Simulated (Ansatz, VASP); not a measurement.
# Na in VASP and in Ansatz

Contents of INCAR:

```
SYSTEM = Na
PREC = Accurate
ENCUT = 520
EDIFF = 1E-6
ISMEAR = 0
SIGMA = 0.15
LREAL = .False.
LASPH = .True.
NELM = 60
ALGO = Fast
ISIF = 2
LWAVE = .False.
LCHARG = .False.
GGA = PE
NBANDS = 10
```

The input KPOINTS:

```
Automatic mesh
0
Gamma
  16 16 16
  0 0 0
```

The input POSCAR:

```
Na
1.0
   -1.9904500000      1.9904500000      2.1175000000
    1.9904500000     -1.9904500000      2.1175000000
    1.9904500000      1.9904500000     -2.1175000000
Na
1
Direct
    0.0000000000      0.0000000000      0.0000000000
```

Input for Ansatz:

```yaml
crystal:
  lattice:
    - [-1.99045, 1.99045, 2.1175]
    - [1.99045, -1.99045, 2.1175]
    - [1.99045, 1.99045, -2.1175]
  atoms:
    - { symbol: Na, position: [0.0, 0.0, 0.0] }
basis:
  ecutwfc: 420
kpoints:
  mp_grid: { grid: [16, 16, 16] }
hamiltonian:
  xc: pbe
scf:
  occupations: { method: gaussian, width: 0.15 }
output:
  forces: true
  stress: true
  eigenvalues: true
```

Change from the starting cell: strain -0.0600 x Voigt [1, 1, 0, 0, 0, 0], atoms carried along.

Alike in both runs: task single point; functional PBE; k mesh 16 × 16 × 16; occupations gaussian, width 0.15 eV; no spin polarisation.

|  | VASP | Ansatz |
| --- | --- | --- |
| version | VASP 6.6.1 | Ansatz 0.2.0 |
| potentials or method | VASP PAW PBE potentials, release 64 (Na_pv) | scalar-relativistic, plane waves, PAW |
| plane-wave cutoff (eV) | 520 | 420 |
| valence electrons in the cell | 7 | 9 |

|  | VASP | Ansatz | Ansatz less VASP |
| --- | --- | --- | --- |
| gap on the k mesh at the Fermi level (eV) | none | none | - |
| pressure (GPa) | 0.8 | 0.9 | +0.11 |

A gap of «none» marks a metal or a gap that the smearing closes. The two sets of potentials don't hold the same shells in valence.
